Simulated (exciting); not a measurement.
## Au: band structure with PBE

Au:

```xyz
1
Lattice="0.0000 2.0350 2.0350 2.0350 0.0000 2.0350 2.0350 2.0350 0.0000" Properties=species:S:1:pos:R:3 pbc="T T T"
Au    0.0000    0.0000    0.0000
```

| Property | Result |
| --- | --- |
| Program | exciting (release sodium) |
| Task | band structure |
| Functional | PBE |
| Potentials or basis | all-electron LAPW+lo, shipped species files, valence relativity iora* |
| rgkmax | 9 |
| k mesh | 8 × 8 × 8 |
| Occupations | fermi-dirac, width 0.05 eV |
| Spin | spin-orbit coupling, no magnetisation |
| outputlevel | normal |
| gmaxvr (cutoff of density and potential) | 14 1/bohr |
| lmaxapw (and lmaxmat) | 10 |
| lmaxvr | 8 |
| nempty | 20 |
| Valence relativity | iora* |
| epsengy | 1e-05 Ha |
| epspot | 1e-05 Ha |
| maxscl | 60 |
| Muffin-tin radii | Au 2.3 bohr |

| Property | Result |
| --- | --- |
| Band gap on the k mesh | none (metal or under the smearing width) |
| All electrons inside the program's atomic spheres | Au 76.79 (radii Au 2.3 bohr) |

Levels at the corners of the path, in eV from the Fermi level:
```csv
point,band 28,band 29,band 30,band 31,band 32,band 33
Γ,-4.27,-3.04,-3.04,-3.04,-3.04,14.43
X,-2.10,-1.10,-1.10,0.92,0.92,5.85
W,-3.28,-1.66,-1.66,4.71,4.71,5.83
K,-3.03,-1.99,-1.99,3.80,3.80,4.72
Γ,-4.27,-3.04,-3.04,-3.04,-3.04,14.43
L,-2.36,-1.67,-1.67,-1.03,-1.03,3.14
U,-3.03,-1.99,-1.99,3.80,3.80,4.72
W,-3.28,-1.66,-1.66,4.71,4.71,5.83
L,-2.36,-1.67,-1.67,-1.03,-1.03,3.14
K,-3.03,-1.99,-1.99,3.80,3.80,4.72
U,-3.03,-1.99,-1.99,3.80,3.80,4.72
X,-2.10,-1.10,-1.10,0.92,0.92,5.85
```

States per cell in windows of 1 eV (zero at the Fermi level; states under -8 eV left out):
```tsv
from (eV)	total
-8.0	0.66
-7.0	1.75
-6.0	2.02
-5.0	1.30
-4.0	2.27
-3.0	1.91
-2.0	0.69
-1.0	0.30
0.0	0.27
1.0	0.29
2.0	0.28
3.0	0.31
4.0	0.28
5.0	0.42
6.0	0.27
7.0	0.30
```

It took 84 s on 1 thread of Arm Neoverse V2, on a shared host, peak memory 0.12 GiB.

Caveat: total energies with spin-orbit coupling aren't reliable in this program, so none is listed and the log's shouldn't be used; the tetrahedron DOS on this energy grid can lose part of the weight of narrow d or f bands.
